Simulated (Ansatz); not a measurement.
Isolated molecules relaxed with PBE0-D4/def2-TZVP in Ansatz; ΔE leaves out vibrations. CBS: MP2 limit from def2 TZ/QZ plus the TZ coupled-cluster correction, frozen cores. This one scheme is used for every species. Functionals use def2-TZVPP. B3LYP here is the variant with VWN-RPA as its local correlation; programs differ in this. HSE06 is defined as in plane-wave codes. Each species was taken in one conformer, which may not be the lowest.

Consider the ligand exchange at the Si–C bond: `C=C1CC1[SiH3]` + `SS` → `[SiH3]SS` + `C=C1CC1`.

```tsv
level	ΔE (kJ/mol)	difference from CCSD(T)/CBS
LDA (SPW92)	-50.2	0.2
PBE-D4	-52.6	-2.2
revPBE-D4	-51.0	-0.6
r2SCAN-D4	-52.6	-2.2
B97M-V	-52.0	-1.6
PBE0-D4	-52.6	-2.2
B3LYP-D4	-50.7	-0.3
r2SCANh-D4	-52.7	-2.3
r2SCAN0-D4	-52.9	-2.5
HSE06-D4	-52.8	-2.4
BHLYP-D4	-52.1	-1.7
CAM-B3LYP-D4	-48.7	1.7
ωB97X-V	-50.0	0.4
ωB97M-V	-50.2	0.2
B2PLYP	-51.4	-1.0
PBE-QIDH	-52.4	-2.0
PBE	-53.6	-3.2
revPBE	-54.2	-3.8
BLYP	-51.9	-1.5
r2SCAN	-53.3	-2.9
PBE0	-53.6	-3.2
r2SCANh	-53.4	-3.0
HSE06	-53.7	-3.3
BHLYP	-52.0	-1.6
CAM-B3LYP	-49.7	0.7
LC-ωPBE	-51.1	-0.7
HF/def2-SVP	-51.5	-1.1
MP2/def2-SVP	-45.4	5.0
CCSD/def2-SVP	-45.6	4.8
CCSD(T)/def2-SVP	-44.9	5.5
HF/def2-TZVPP	-52.7	-2.3
MP2/def2-TZVPP	-49.7	0.7
SCS-MP2/def2-TZVPP	-49.0	1.4
CCSD/def2-TZVPP	-47.9	2.5
CCSD(T)/def2-TZVPP	-48.1	2.3
HF/def2-QZVPP	-52.0	-1.6
MP2/def2-QZVPP	-50.8	-0.4
SCS-MP2/def2-QZVPP	-50.1	0.3
MP2/CBS(def2)	-52.0	-1.6
CCSD/CBS(def2)	-50.2	0.2
CCSD(T)/CBS	-50.4	0
```

Largest T1 diagnostic among the species: 0.012.

Leaving LDA and LC-ωPBE aside and taking each functional with its dispersion term where it has one, the values spread over 4.2 kJ/mol, from r2SCAN0-D4 to CAM-B3LYP-D4. LDA lies +3.4 kJ/mol from PBE without D4. At CCSD(T), def2-SVP lies +5.5 kJ/mol from the extrapolated value and def2-TZVPP +2.3 kJ/mol.

CCSD(T)/CBS has its own doubt, a few kJ/mol and more with outer-core shells, so smaller differences from it don't rank the levels.
